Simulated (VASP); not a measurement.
La:

```xyz
4
Lattice="3.7963 0.0000 0.0000 -1.8982 3.2877 0.0000 0.0000 0.0000 12.0413" Properties=species:S:1:pos:R:3 pbc="T T T"
La    0.0000    0.0000    0.0000
La    0.0000    0.0000    6.0206
La    0.0000    2.1918    3.0103
La    1.8982    1.0959    9.0309
```

| Item | Value |
| --- | --- |
| Program | VASP 6.6.1 |
| Task | relaxation of cell and atoms |
| Functional | PBEsol |
| Potentials or basis | VASP PAW PBE potentials, release 64 (La) |
| Cutoff | 300 eV |
| k mesh | 12 × 12 × 4 |
| Occupations | gaussian, width 0.1 eV |
| Spin | no spin polarisation |

At the start: pressure -2.4 GPa; volume 37.57 Å³/atom.

**Question.** How do energy, volume and symmetry change on relaxing?

**Answer.** Over 10 steps the energy falls by 29.6 meV/atom and the volume is 34.01 Å³/atom (-9.5 %); space group P6_3/mmc (No. 194, to 0.05 Å).

Step by step:
```csv
step,energy change (eV),largest force (eV/Å),pressure (GPa),volume (Å³)
1,0.0000,0.0000,-2.44,150.29
2,-0.1146,0.0000,-0.42,138.19
3,-0.1178,0.0000,-0.02,136.12
4,-0.1178,0.0000,0.04,135.85
5,-0.1181,0.0000,0.03,135.89
6,-0.1182,0.0000,0.02,135.90
7,-0.1182,0.0000,0.02,135.91
8,-0.1182,0.0000,0.02,135.91
9,-0.1182,0.0000,0.02,135.91
10,-0.1182,0.0000,0.00,136.02
```

Final structure:
```
CELL_PARAMETERS angstrom
3.65598 0.00000 0.00000
-1.82799 3.16617 0.00000
0.00000 0.00000 11.75115
ATOMIC_POSITIONS crystal
La 0.00000 0.00000 0.00000
La 0.00000 0.00000 0.50000
La 0.33333 0.66667 0.25000
La 0.66667 0.33333 0.75000
```

Caveat: the PAW data sets were made with another functional, which shifts forces and pressure a little.
